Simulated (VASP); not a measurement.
# BeS: relaxed cell and band gap, by functional

BeS, F-43m (no. 216), 2 atoms in the cell.

| Functional | Volume (Å³/atom) | Change from the starting volume (fraction) | Gap, path and mesh (eV) |
|---|---|---|---|
| XC = PE PW92, XC_C = 1 0 | 14.50 | 0.017 | 3.15 |
| XC = PE PW92, XC_C = 0.75 0.25 | 14.33 | 0.005 | 3.07 |
| XC = PE PW92, XC_C = 0.5 0.5 | 14.17 | -0.006 | 2.99 |
| XC = PE PW92, XC_C = 0.25 0.75 | 14.01 | -0.017 | 2.92 |
| XC = PE PW92, XC_C = 0 1 | 13.86 | -0.028 | 2.85 |
| gradient term of PBE correlation (AGGAC) = 0.0 | 15.17 | 0.064 | 3.72 |
| gradient term of PBE correlation (AGGAC) = 0.5 | 14.84 | 0.041 | 3.45 |
| gradient term of PBE correlation (AGGAC) = 1.0 | 14.50 | 0.017 | 3.15 |

## Input of the first row

INCAR.step1:
```
SYSTEM = BeS
PREC     = Accurate       ! precision mode
ENCUT    = 600            ! plane-wave cutoff, eV
EDIFF    = 1E-7           ! SCF threshold, eV
ISMEAR   = 0              ! smearing method
SIGMA    = 0.02           ! smearing width, eV
LREAL    = .False.        ! projectors in reciprocal space
LASPH    = .True.         ! aspherical terms in the spheres
GGA_COMPAT= .False.      
ALGO     = Normal         ! electronic algorithm
NELM     = 150            ! most SCF steps
ISIF     = 3              ! what is computed and relaxed
LWAVE    = .False.        ! write WAVECAR
LCHARG   = .False.        ! write CHGCAR
XC       = PE PW92      
XC_C     = 1 0          
IBRION   = 2              ! ionic algorithm
EDIFFG   = -0.005         ! ionic threshold
NSW      = 60             ! ionic steps
```

INCAR.step2, as INCAR.step1 but for:
```
- NSW = 60
+ NSW = 40
```

INCAR.step3, as INCAR.step2 but for:
```
- ISIF = 3
- IBRION = 2
- EDIFFG = -0.005
- NSW = 40
+ ISIF = 2
+ NBANDS = 11
```

KPOINTS:
```
k-points
0
Gamma
  7 7 7
```

KPOINTS_OPT:
```
path GXWKGLUWLK,UX
8
line-mode
reciprocal
 0.0000000000  0.0000000000  0.0000000000  G
 0.5000000000  0.0000000000  0.5000000000  X

 0.5000000000  0.0000000000  0.5000000000  X
 0.5000000000  0.2500000000  0.7500000000  W

 0.5000000000  0.2500000000  0.7500000000  W
 0.3750000000  0.3750000000  0.7500000000  K

 0.3750000000  0.3750000000  0.7500000000  K
 0.0000000000  0.0000000000  0.0000000000  G

 0.0000000000  0.0000000000  0.0000000000  G
 0.5000000000  0.5000000000  0.5000000000  L

 0.5000000000  0.5000000000  0.5000000000  L
 0.6250000000  0.2500000000  0.6250000000  U

 0.6250000000  0.2500000000  0.6250000000  U
 0.5000000000  0.2500000000  0.7500000000  W

 0.5000000000  0.2500000000  0.7500000000  W
 0.5000000000  0.5000000000  0.5000000000  L

 0.5000000000  0.5000000000  0.5000000000  L
 0.3750000000  0.3750000000  0.7500000000  K

 0.6250000000  0.2500000000  0.6250000000  U
 0.5000000000  0.0000000000  0.5000000000  X
```

POSCAR.step1:
```
BeS
1.0
    0.0000000000      2.4250000000      2.4250000000
    2.4250000000      0.0000000000      2.4250000000
    2.4250000000      2.4250000000      0.0000000000
S Be
1 1
Direct
    0.7500000000      0.7500000000      0.7500000000
    0.0000000000      0.0000000000      0.0000000000
```

Commands (each step's output is kept before the next begins):
```
cat potpaw_PBE.64/S/POTCAR potpaw_PBE.64/Be/POTCAR > POTCAR
cp INCAR.step1 INCAR
cp POSCAR.step1 POSCAR
mpirun -np 1 vasp_std > vasp.out
cp CONTCAR POSCAR
rm WAVECAR CHG
cp INCAR.step2 INCAR
mpirun -np 1 vasp_std > vasp.out
cp CONTCAR POSCAR
rm WAVECAR CHG
cp INCAR.step3 INCAR
mpirun -np 1 vasp_std > vasp.out
```

Changes of the last row against the first:
```
(all steps)
- XC = PE PW92
- XC_C = 1 0
+ GGA = PE
+ AGGAC = 1.0
```

VASP 6.6.1 took 31 s on 1 core (Intel Xeon 6975P-C (Granite Rapids)), a shared host.
